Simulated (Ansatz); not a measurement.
The system is SiNi3.

```
Ni Si
1.0
     1.29280    0.74640    7.66199
    -1.29280    0.74640    7.66199
     0.00000   -1.49280    7.66199
Ni Si
3 1
Cartesian
  0.0000 0.0000 5.8553
  0.0000 0.0000 11.4930
  0.0000 0.0000 17.1307
  0.0000 0.0000 0.0000
```

The cell comes from a database or a generator and needn't be the stable form of this composition.

Base run:

- Program: Ansatz 0.2.0
- Functional: PBEsol
- Potentials or basis: Ansatz PAW
- Cutoff: 420 eV (not typed: the program's choice for these potentials)
- k mesh: 10 × 10 × 10
- Occupations: fermi-dirac, width 0.05 eV
- Spin: collinear spin, ferromagnetic start
- Starting moments: [0.2666666667, 0.2666666667, 0.2666666667, 0.0] μB
- Fixed moment: 0.8 μB

Its results: pressure -6.0 GPa; site moments Ni +0.15, +0.53; Si +0.00 μB; largest force 0.034 eV/Å.

The run is repeated on the same cell with these changes: fixed moment from 0.8 μB to 4.5 μB; moments at the start from [0.27, 0.27, 0.27, 0.0] to [1.5, 1.5, 1.5, 0.0]. What comes out?

Pressure 6.9 GPa; site moments Ni +1.16, +1.42; Si +0.27 μB; largest force 1.111 eV/Å.

Caveats: the total moment is fixed, so each spin has its own Fermi level; the PAW data sets come from PBE, with cores solved anew for the run's functional, which leaves a small shift of forces and pressure; the thresholds are loose for stress; forces of over 1 eV/Å show positions far from the minimum, so gaps and moduli don't describe the material at rest (some runs).
